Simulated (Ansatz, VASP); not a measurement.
## One calculation of Nb, two programs

```
CELL_PARAMETERS angstrom
-1.48249 1.48249 2.09623
1.48249 -1.48249 2.09623
1.48249 1.48249 -2.09623
ATOMIC_POSITIONS crystal
Nb 0.00000 0.00000 0.00000
```

Alike in both runs: task single point; functional LDA; k mesh 22 × 22 × 22; occupations gaussian, width 0.15 eV; no spin polarisation.

|  | VASP | Ansatz |
| --- | --- | --- |
| version | VASP 6.6.1 | Ansatz 0.2.0 |
| potentials or method | VASP PAW LDA potentials, release 64 (Nb_sv) | scalar-relativistic, plane waves, PAW |
| plane-wave cutoff (eV) | 520 | 420 |
| valence electrons in the cell | 13 | 13 |

|  | VASP | Ansatz | Ansatz less VASP |
| --- | --- | --- | --- |
| gap on the k mesh at the Fermi level (eV) | none | none | - |
| pressure (GPa) | -6.6 | -6.5 | +0.08 |

A gap of «none» marks a metal or a gap that the smearing closes.
